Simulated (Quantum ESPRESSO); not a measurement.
**W under changes of volume**

One of the cells (15.848 Å³/atom); the others are scaled copies at fixed shape and fractional positions:

```
W
1.0
    -1.58234    1.58234    1.58234
     1.58234   -1.58234    1.58234
     1.58234    1.58234   -1.58234
W
1
Direct
  0.00000 0.00000 0.00000
```

- Program: Quantum ESPRESSO 7.5
- Functional: r2SCAN
- Potentials or basis: SG15 PBE 1.2
- Cutoff: 1020 eV
- Density cutoff: 4082 eV
- k mesh: 9 × 9 × 9
- Occupations: fermi-dirac, width 0.05 eV
- Spin: no spin polarisation

```csv
volume (Å³/atom),energy over the lowest point (meV/atom),pressure (GPa)
14.897,9.50,8.5
15.214,0.00,1.1
15.531,4.48,-5.6
15.848,21.50,-11.6
16.165,?,?
16.482,88.16,-21.8
16.798,135.45,-26.0
```

Question: What does the run at 16.165 Å³/atom give?

Answer: Energy over the lowest point 49.79 meV/atom; pressure -16.9 GPa.

Worked out: A Birch-Murnaghan fit of order 3 (a polynomial in V^(-2/3)) to the other rows has its minimum at 15.27 Å³/atom with B0 = V·E''(V) = 334 GPa and B' = 4.2. It gives 49.78 meV/atom at 16.165 Å³/atom, against the run's 49.79, and -dE/dV = -16.9 GPa, against -16.9.

Energies are extrapolated to zero smearing.

Caveats: the potentials were made for another functional, which shifts forces and pressure.
